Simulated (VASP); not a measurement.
# Nd (P6_3/mmc) in VASP: single point with PBE

Aim: the single point of Nd with PBE.

All numbers are computed with VASP 6.6.1; they aren't measurements. Logs are shortened: lines on timing, memory, paths and dates and some standing lists are left out, and cuts for length are marked.

**1. Starting point**

It takes space group P6_3/mmc (No. 194, hexagonal). The conventional cell has a = 3.657 Å, b = 3.657 Å, c = 5.902 Å, α = 90.00°, β = 90.00°, γ = 120.00°. Nd (site symmetry -6m2) is surrounded by 12 Nd at 3.63 to 3.66 Å.

This isn't the form of Nd at room conditions, which is double hcp.

**2. Single point, PBE, collinear spin, ferromagnetic start**

Contents of run.py:

```python
from ase import Atoms
from ase.calculators.vasp import Vasp
from ase.dft.bandgap import bandgap

atoms = Atoms(
    ['Nd', 'Nd'],
    cell=[[3.657, 0.0, 0.0], [-1.8285, 3.1670549016, 0.0], [0.0, 0.0, 5.902]],
    scaled_positions=[[0.6666666667, 0.3333333333, 0.75], [0.3333333333, 0.6666666667, 0.25]],
    pbc=True,
)
atoms.set_initial_magnetic_moments([3.0, 3.0])
calc = Vasp(
    directory='calc',
    xc='lda',
    pp='PBE',
    setups='minimal',
    prec='Accurate',
    encut=500,
    ediff=1e-06,
    ismear=0,
    sigma=0.1,
    lreal=False,
    lasph=True,
    nelm=120,
    algo='Normal',
    isif=2,
    lwave=False,
    lcharg=False,
    ispin=2,
    lorbit=11,
    lmaxmix=6,
    kpts=[8, 8, 5],
    gamma=True,
    nbands=25,
)
atoms.calc = calc

print('energy (eV):', atoms.get_potential_energy())
print('free energy (eV):', atoms.get_potential_energy(force_consistent=True))
print('forces (eV/A):')
print(atoms.get_forces())
print('stress (eV/A^3, Voigt):', atoms.get_stress())
print('Fermi level (eV):', calc.get_fermi_level())
print('moment (muB):', atoms.get_magnetic_moment())
print('site moments (muB):', atoms.get_magnetic_moments())
gap, top, bottom = bandgap(calc)
print('band gap (eV):', gap, 'from (spin, k, band)', top, 'to', bottom)
```

Potentials or basis: VASP PAW PBE potentials, release 64 (Nd).

On the command line:

```bash
$ python run.py
```

What it wrote:

```text
<dir> UserWarning: XC is set to LDA, but PP is set to PBE.
 Please check that this is really what you intended!

  warnings.warn("XC is set to LDA, but PP is set to "
energy (eV): -12.96382108
free energy (eV): -12.98069314
forces (eV/A):
[[ 0. -0.  0.]
 [-0.  0.  0.]]
stress (eV/A^3, Voigt): [-0.00272669 -0.00272669  0.00109895 -0.         -0.         -0.        ]
Fermi level (eV): 4.65808653
moment (muB): 8.2246276
site moments (muB): [3.359 3.359]
band gap (eV): 0.0 from (spin, k, band) (None, None, None) to (None, None, None)
```

OUTCAR:

```text
ENCUT = 500.000000
   EDIFF = 1.00e-06
   PREC = Accurate
   ISIF = 2
   ISMEAR = 0
   ISPIN = 2
   LORBIT = 11
   NELM = 120
   LASPH = .TRUE.
   LREAL = .FALSE.

 ion  position               nearest neighbor table
   1  0.667  0.333  0.750-
   2  0.333  0.667  0.250-

  LATTYP: Found a hexagonal cell.
 ALAT       =     3.6570000000
 C/A-ratio  =     1.6138911676

  Lattice vectors:

 A1 = (   3.6570000000,   0.0000000000,   0.0000000000)
 A2 = (  -1.8285000000,   3.1670549016,   0.0000000000)
 A3 = (   0.0000000000,   0.0000000000,   5.9020000000)

Analysis of symmetry for initial positions (statically):
=====================================================================
 Subroutine PRICEL returns:
 Original cell was already a primitive cell.

 Routine SETGRP: Setting up the symmetry group for a
 hexagonal supercell.

 Subroutine GETGRP returns: Found 24 space group operations
 (whereof 12 operations were pure point group operations)
 out of a pool of 24 trial point group operations.

The static configuration has the point symmetry D_3d.
 The point group associated with its full space group is D_6h.

Analysis of symmetry for dynamics (positions and initial velocities):
=====================================================================
 Subroutine PRICEL returns:
 Original cell was already a primitive cell.

 Routine SETGRP: Setting up the symmetry group for a
 hexagonal supercell.

 Subroutine GETGRP returns: Found 24 space group operations
 (whereof 12 operations were pure point group operations)
 out of a pool of 24 trial point group operations.

The dynamic configuration has the point symmetry D_3d.
 The point group associated with its full space group is D_6h.

Analysis of structural, dynamic, and magnetic symmetry:
[... 168 lines left out ...]

 spin component 1

 k-point     1 :       0.0000    0.0000    0.0000
  band No.  band energies     occupation
      1     -32.6869      1.00000
      2     -32.5377      1.00000
      3     -14.5007      1.00000
      4     -13.5049      1.00000
      5     -13.5049      1.00000
      6     -13.3431      1.00000
[... 661 lines left out ...]
     24       5.1544      0.00000
     25       5.5252      0.00000

 [... further k-points ...]

 spin component 2

 k-point     1 :       0.0000    0.0000    0.0000
  band No.  band energies     occupation
      1     -31.0477      1.00000
      2     -30.8858      1.00000
      3     -13.2207      1.00000
      4     -12.2059      1.00000
      5     -12.2059      1.00000
      6     -12.0369      1.00000
[... 661 lines left out ...]
     24       7.3515      0.00000
     25       7.3610      0.00000

 [... further k-points ...]

------------------------ aborting loop because EDIFF is reached ----------------------------------------

  FORCE on cell =-STRESS in cart. coord.  units (eV):
  Direction    XX          YY          ZZ          XY          YZ          ZX
  --------------------------------------------------------------------------------------
  -------------------------------------------------------------------------------------
  Total        0.1863870      0.1863870     -0.0751202      0.0000000     -0.0000000      0.0000000
  in kB        4.3686430      4.3686430     -1.7607091      0.0000000     -0.0000000      0.0000000
  external PRESSURE =       2.3255256 kB  Pullay stress =       0.0000000 kB

 VOLUME and BASIS-vectors are now :
 -----------------------------------------------------------------------------
  energy-cutoff  :      500.00
  volume of cell :       68.36
      direct lattice vectors                 reciprocal lattice vectors
     3.657000000  0.000000000  0.000000000     0.273448182  0.157875381  0.000000000
    -1.828500000  3.167054902  0.000000000     0.000000000  0.315750762  0.000000000
     0.000000000  0.000000000  5.902000000     0.000000000  0.000000000  0.169434090

 POSITION                                       TOTAL-FORCE (eV/Angst)
 -----------------------------------------------------------------------------------
      1.82850      1.05568      4.42650         0.000000     -0.000000      0.000000
     -0.00000      2.11137      1.47550        -0.000000      0.000000      0.000000
 -----------------------------------------------------------------------------------
    total drift:                               -0.000000      0.000000     -0.000000

  FREE ENERGIE OF THE ION-ELECTRON SYSTEM (eV)
  ---------------------------------------------------
  free  energy   TOTEN  =       -12.9806931366 eV

  energy  without entropy=      -12.9469490142  energy(sigma->0) =      -12.96382108

 total charge

# of ion       s       p       d       f       tot
--------------------------------------------------
    1        2.025   5.365   0.560   3.265  11.215
    2        2.025   5.365   0.560   3.265  11.215
--------------------------------------------------
tot          4.051  10.730   1.119   6.531  22.430

 magnetization (x)

# of ion       s       p       d       f       tot
--------------------------------------------------
    1       -0.003  -0.092   0.215   3.239   3.359
    2       -0.003  -0.092   0.215   3.239   3.359
--------------------------------------------------
tot         -0.006  -0.185   0.431   6.479   6.718
```

INCAR:

```text
ENCUT = 500.000000
SIGMA = 0.100000
EDIFF = 1.00e-06
ALGO = Normal
PREC = Accurate
ISIF = 2
ISMEAR = 0
ISPIN = 2
LMAXMIX = 6
LORBIT = 11
NBANDS = 25
NELM = 120
LASPH = .TRUE.
LCHARG = .FALSE.
LWAVE = .FALSE.
LREAL = .FALSE.
MAGMOM = 2*3.0000
```

Run time: 2.2 min. Hardware: 1 thread of Intel Xeon 6975P-C (Granite Rapids), shared host; peak memory 0.26 GiB.

What came out:

```
Free energy                                           : -12.9807 eV
Pressure                                              : 0.2 GPa
Band gap on the k mesh                                : none (metal or under the smearing width)
Net moment                                            : 8.22 μB per cell
Site moments                                          : Nd +3.36 μB
Valence electrons inside the program's atomic spheres : Nd 11.21
```

Caveat: ASE's xc='lda' writes no GGA tag, so the PBE potentials set the functional and the run is PBE; the magnetic or orbital state may not be the lowest; spin-orbit coupling is left out, which moves the levels of the heavy elements. The state reached can hang on the start; a lower one may exist.
